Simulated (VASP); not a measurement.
## Zn: single point with PBE

Crystal: Zn.

```xyz
1
Lattice="0.0000 1.9655 1.9655 1.9655 0.0000 1.9655 1.9655 1.9655 0.0000" Properties=species:S:1:pos:R:3 pbc="T T T"
Zn    0.0000    0.0000    0.0000
```

The cell was built by a generator and needn't be a form met in nature.

- Program: VASP 6.6.1
- Task: single point
- Functional: PBE
- Potentials or basis: VASP PAW PBE potentials, release 64 (Zn)
- Cutoff: 520 eV
- k mesh: 8 × 8 × 8
- Occupations: gaussian, width 0.05 eV
- Spin: no spin polarisation
- Dipole correction: no
- Further INCAR settings: ALGO = Normal; EDIFF = 1e-06; NBANDS = 12

- Pressure: 0.5 GPa
- Band gap on the k mesh: none (metal or under the smearing width)

Levels at points of the mesh, in eV from the Fermi level:
```tsv
k point	band 2	band 3	band 4	band 5	band 6	band 7	band 8	band 9	band 10	band 11
(0.00, 0.00, 0.00)	-7.31	-7.31	-7.31	-6.93	-6.93	18.56	18.56	18.56	19.19	21.33
(0.50, 0.00, 0.00)	-7.32	-7.32	-6.65	-6.65	-2.59	-1.08	15.54	15.54	17.73	19.24
(0.50, 0.50, 0.00)	-7.92	-6.67	-6.58	-6.58	-0.69	2.03	8.73	8.73	12.37	13.53
```

Run time: 4 s on 1 thread of Intel(R) Xeon(R) Platinum 8488C (Sapphire Rapids), with other jobs on the host, peak memory 0.13 GiB.
